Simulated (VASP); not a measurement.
# A VASP 6.6.1 single-point calculation on PbS

INCAR

```
LCHARG = .FALSE.
GGA = PE
PREC = Accurate
NBANDS = 17
SIGMA = 0.02
ENCUT = 520
NSW = 0
NELM = 120
IBRION = -1
EDIFF = 1E-7
ISMEAR = -1
LWAVE = .FALSE.
ISIF = 2
LREAL = .FALSE.
LASPH = .TRUE.
```

KPOINTS

```
KPOINTS created by Atomic Simulation Environment
0
Gamma
4 4 4
0 0 0
```

POSCAR

```
Pb S
 1.0000000000000000
     2.0303538912778363    1.1722253656461294    3.5538438819109945
    -2.0303538912778363    1.1722253656461294    3.5538438819109945
     0.0000000000000000   -2.3444507313922589    3.5538438818780098
 Pb  S
   1   1
Cartesian
 -0.0000000000000001 -0.0000000000978137 10.4285097546491734
  0.0000000000000000 -0.0000000000477456  5.0904298886688339
```

The recommended PBE PAW datasets give the neutral cell 20 valence electrons.

Command

```
mpirun -np 1 vasp_std
```

OSZICAR

```
N       E                     dE             d eps       ncg     rms          rms(c)
DAV:   1     0.157997102316E+03    0.15800E+03   -0.92931E+03   442   0.131E+03
DAV:   2     0.289550605127E+01   -0.15510E+03   -0.14914E+03   475   0.317E+02
DAV:   3    -0.886060216051E+01   -0.11756E+02   -0.11669E+02   586   0.917E+01
DAV:   4    -0.915054279680E+01   -0.28994E+00   -0.28971E+00   564   0.156E+01
DAV:   5    -0.916092787388E+01   -0.10385E-01   -0.10384E-01   643   0.293E+00    0.481E+00
DAV:   6    -0.869495223252E+01    0.46598E+00   -0.13664E+00   687   0.797E+00    0.362E+00
DAV:   7    -0.869595510457E+01   -0.10029E-02   -0.12652E-01   522   0.182E+00    0.198E+00
DAV:   8    -0.869824140945E+01   -0.22863E-02   -0.11079E-02   510   0.114E+00    0.109E-01
DAV:   9    -0.869823664535E+01    0.47641E-05   -0.15052E-03   738   0.325E-01    0.991E-02
DAV:  10    -0.869837557910E+01   -0.13893E-03   -0.24068E-04   474   0.102E-01    0.464E-02
DAV:  11    -0.869838026770E+01   -0.46886E-05   -0.59087E-05   674   0.797E-02    0.171E-02
DAV:  12    -0.869838098465E+01   -0.71695E-06   -0.37428E-06   514   0.147E-02    0.130E-03
DAV:  13    -0.869838100513E+01   -0.20478E-07   -0.90832E-08   500   0.289E-03
   1 F= -.86983810E+01 E0= -.86977796E+01  d E =-.120283E-02
```

Standard output (part)

```
POSCAR found type information on POSCAR PbS
 POSCAR found :  2 types and       2 ions
 LDA part: xc-table for (Slater+PW92), standard interpolation
 POSCAR, INCAR and KPOINTS ok, starting setup
 WAVECAR not read
 entering main loop
```

From OUTCAR

```
k-points           NKPTS =     13   k-points in BZ     NKDIM =     13   number of bands    NBANDS=     17

   NELECT =      20.0000    total number of electrons

   dimension x,y,z NGX =    32 NGY =   32 NGZ =   32
   dimension x,y,z NGXF=    64 NGYF=   64 NGZF=   64

  energy-cutoff  :      520.00
  volume of cell :       50.75
      direct lattice vectors                 reciprocal lattice vectors
     2.030353891  1.172225366  3.553843882     0.246262488  0.142179714  0.093795154
    -2.030353891  1.172225366  3.553843882    -0.246262488  0.142179714  0.093795154
     0.000000000 -2.344450731  3.553843882     0.000000000 -0.284359427  0.093795154

 k-points in reciprocal lattice and weights: KPOINTS created by Atomic Simulation Env
   0.00000000  0.00000000  0.00000000       0.016
   0.25000000 -0.00000000  0.00000000       0.094
   0.50000000 -0.00000000  0.00000000       0.047
   0.25000000  0.25000000  0.00000000       0.094
   0.50000000  0.25000000  0.00000000       0.188
  -0.25000000  0.25000000  0.00000000       0.094
   0.50000000  0.50000000  0.00000000       0.047
   0.25000000  0.25000000  0.25000000       0.031
   ...

 E-fermi :   6.2475

 k-point     1 :       0.0000    0.0000    0.0000
  band No.  band energies     occupation
      1     -10.7118      2.00000
      2     -10.7118      2.00000
      3     -10.7019      2.00000
      4     -10.6770      2.00000
      5     -10.6770      2.00000
      6      -7.6688      2.00000
      7       0.1432      2.00000
      8       3.4950      2.00000
      9       4.0599      2.00000
     10       4.0599      2.00000
     11      11.4921      0.00000
     12      11.4921      0.00000
     13      11.4934      0.00000
     14      12.3113      0.00000
     15      13.1642      0.00000
     16      13.1642      0.00000
     17      14.8399      0.00000

 k-point     2 :       0.2500   -0.0000    0.0000
  band No.  band energies     occupation
      1     -10.7229      2.00000
      2     -10.6945      2.00000
      3     -10.6931      2.00000
      4     -10.6797      2.00000
      5     -10.6696      2.00000
      6      -7.1289      2.00000
      7      -1.3002      2.00000
      8       3.7882      2.00000
      9       4.1639      2.00000
     10       4.9332      2.00000
     11       8.3955      0.00000
     12       9.3042      0.00000
     13       9.3979      0.00000
     14      12.9551      0.00000
     15      13.6954      0.00000
     16      14.5193      0.00000
     17      18.2334      0.00000

 k-point     3 :       0.5000   -0.0000    0.0000
  band No.  band energies     occupation
      1     -10.7401      2.00000
      2     -10.7089      2.00000
      3     -10.6994      2.00000
      4     -10.6474      2.00000
      5     -10.6443      2.00000
      6      -6.3300      2.00000
      7      -2.7379      2.00000
      8       4.1145      2.00000
      9       4.3316      2.00000
     10       6.0968      1.99893
     11       6.2613      0.66772
     12       7.8945      0.00000
     13       8.1183      0.00000
     14      14.8558      0.00000
     15      15.3766      0.00000
     16      16.8939      0.00000
     17      17.4281      0.00000

 ...

  Total        1.3375255      1.3375255      0.6771853     -0.0000000      0.0000000      0.0000000
  in kB       42.2260235     42.2260235     21.3789150     -0.0000000      0.0000000      0.0000000
  external PRESSURE =      35.2769873 kB  Pullay stress =       0.0000000 kB

 POSITION                                       TOTAL-FORCE (eV/Angst)
 -----------------------------------------------------------------------------------
      0.00000     -0.00000     10.42851         0.000000      0.000000     -0.001987
      0.00000     -0.00000      5.09043         0.000000     -0.000000      0.001987
 -----------------------------------------------------------------------------------
    total drift:                               -0.000000      0.000000     -0.000136

  FREE ENERGIE OF THE ION-ELECTRON SYSTEM (eV)
  ---------------------------------------------------
  free  energy   TOTEN  =        -8.6983810051 eV

  energy  without entropy=       -8.6971781753  energy(sigma->0) =       -8.69777959
```

It converged. Results: gap between bands v and c on the k mesh -0.20 eV (bands overlap: a metal); least direct gap on the k mesh 0.16 eV; pressure 3.5 GPa. Band v is the last that the valence electrons fill when counted band by band, and c is the next.

These settings aren't sound, so the numbers aren't properties of the crystal.

On sound settings PBE gives a gap of -0.21 eV on its mesh and a pressure of 3.8 GPa for the intended cell.

The run took about 9.4 s on one core of a shared host (Intel Xeon Platinum 8488C) and held 0.17 GiB at most.
